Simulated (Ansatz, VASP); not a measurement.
## SiO2 in VASP and in Ansatz

INCAR

```
SYSTEM = SiO2
PREC = Accurate ; ENCUT = 520
EDIFF = 1E-6 ; ISMEAR = 0
SIGMA = 0.05 ; LREAL = .FALSE.
LASPH = .TRUE. ; NELM = 100
ALGO = Normal ; ISIF = 2
LWAVE = .FALSE. ; LCHARG = .TRUE.
GGA = PE ; LELF = .TRUE.
LVHAR = .TRUE. ; NBANDS = 25
```

File KPOINTS:

```
Automatic mesh
0
G
  6 6 8
  0 0 0
```

POSCAR

```
SiO2
1.0
    4.5750058570      0.0000000000      0.0000000000
    0.0000000000      4.5750058570      0.0000000000
    0.0000000000      0.0000000000      2.7980972306
Si O
2 4
Direct
    0.5000000000      0.5000000000      0.5000000000
    0.0000000000      0.0000000000      0.0000000000
    0.6930152167      0.6930152167      0.0000000000
    0.1930152167      0.8069847833      0.5000000000
    0.3069847833      0.3069847833      0.0000000000
    0.8069847833      0.1930152167      0.5000000000
```

Input for Ansatz:

```yaml
crystal:
  lattice:
    - [4.575005857, 0.0, 0.0]
    - [0.0, 4.575005857, 0.0]
    - [0.0, 0.0, 2.7980972306]
  atoms:
    - { symbol: Si, position: [0.5, 0.5, 0.5] }
    - { symbol: Si, position: [0.0, 0.0, 0.0] }
    - { symbol: O, position: [0.6930152167, 0.6930152167, 0.0] }
    - { symbol: O, position: [0.1930152167, 0.8069847833, 0.5] }
    - { symbol: O, position: [0.3069847833, 0.3069847833, 0.0] }
    - { symbol: O, position: [0.8069847833, 0.1930152167, 0.5] }
basis:
  ecutwfc: 420
kpoints:
  mp_grid: { grid: [6, 6, 8] }
hamiltonian:
  xc: pbe
scf:
  occupations: { method: gaussian, width: 0.05 }
output:
  forces: true
  stress: true
  eigenvalues: true
```

Change from the starting cell: strain +0.080 along x and y, +0.040 along z, atoms carried along.

Alike in both runs: task single point; functional PBE; k mesh 6 × 6 × 8; occupations gaussian, width 0.05 eV; no spin polarisation.

|  | VASP | Ansatz |
| --- | --- | --- |
| version | VASP 6.6.1 | Ansatz 0.2.0 |
| potentials or method | VASP PAW PBE potentials, release 64 (Si, O) | scalar-relativistic, plane waves, PAW |
| plane-wave cutoff (eV) | 520 | 420 |
| valence electrons in the cell | 32 | 32 |

|  | VASP | Ansatz | Ansatz less VASP |
| --- | --- | --- | --- |
| gap on the k mesh at the Fermi level (eV) | 2.19 | 2.21 | +0.024 |
| least direct gap on the mesh (eV) | 2.19 | 2.21 | +0.024 |
| pressure (GPa) | -36.5 | -36.6 | -0.15 |
| largest component of the traceless stress (GPa) | 0.62 | 0.28 | -0.337 |
| rms of the force components (eV/Å) | 0.708 | 0.719 | +0.0107 |

Atom by atom the forces differ by 0.011 eV/Å (rms over components).

Caveats: the cell as given lies far from equilibrium; so large a pressure means that the cell lies far from this level's equilibrium, or that cutoff or potentials fall short (VASP); forces of over 1 eV/Å show positions far from the minimum, so gaps and moduli don't describe the material at rest.
